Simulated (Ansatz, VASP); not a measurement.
# One calculation of MgO, two programs

File INCAR:

```
  PREC = Accurate
  ENCUT = 520
  EDIFF = 1E-7
  ISMEAR = 0
  SIGMA = 0.02
  LREAL = False
  LASPH = True
  NELM = 100
  ALGO = Normal
  ISIF = 2
  LWAVE = False
  LCHARG = False
  GGA = PS
  NBANDS = 11
```

File KPOINTS:

```
Automatic mesh
0
Gamma
  10 10 10
```

Contents of POSCAR:

```
MgO
1.0
    0.0000000000      2.1351500000      2.1351500000
    2.1351500000      0.0000000000      2.1351500000
    2.1351500000      2.1351500000      0.0000000000
Mg O
1 1
Direct
    0.0000000000      0.0000000000      0.0000000000
    0.5210758026      0.5210758026      0.4789241974
```

Input for Ansatz:

```yaml
crystal:
  lattice:
    - [0.0, 2.13515, 2.13515]
    - [2.13515, 0.0, 2.13515]
    - [2.13515, 2.13515, 0.0]
  atoms:
    - { symbol: Mg, position: [0.0, 0.0, 0.0] }
    - { symbol: O, position: [0.5210758026, 0.5210758026, 0.4789241974] }
basis:
  ecutwfc: 420
kpoints:
  mp_grid: { grid: [10, 10, 10] }
hamiltonian:
  xc: pbesol
scf:
  occupations: { method: gaussian, width: 0.02 }
output:
  forces: true
  stress: true
  eigenvalues: true
  write_density: true
  write_potential: true
  elf: true
  volumetric_format: npy
```

Change from the starting cell: one atom moved.

Alike in both runs: task single point; functional PBEsol; k mesh 10 × 10 × 10; occupations gaussian, width 0.02 eV; no spin polarisation.

```csv
,VASP,Ansatz
version,VASP 6.6.1,Ansatz 0.2.0
potentials or method,"VASP PAW PBE potentials, release 64 (Mg, O)","scalar-relativistic, plane waves, PAW"
plane-wave cutoff (eV),520,420
valence electrons in the cell,8,16
```

Ansatz gave:

```
gap on the k mesh at the Fermi level (eV)       : 4.25
least direct gap on the mesh (eV)               : 4.25
pressure (GPa)                                  : -5.1
largest component of the traceless stress (GPa) : 1.63
rms of the force components (eV/Å)              : 0.241
```

**Question.** Estimate VASP's values.

**Answer.** gap on the k mesh at the Fermi level (eV): 4.25; least direct gap on the mesh (eV): 4.25; pressure (GPa): -5.6; largest component of the traceless stress (GPa): 1.65; rms of the force components (eV/Å): 0.243.

Atom by atom the forces differ by 0.002 eV/Å (rms over components). The two sets of potentials don't hold the same shells in valence.

Caveats: the PAW data sets were made with another functional, which shifts forces and pressure a little (VASP).
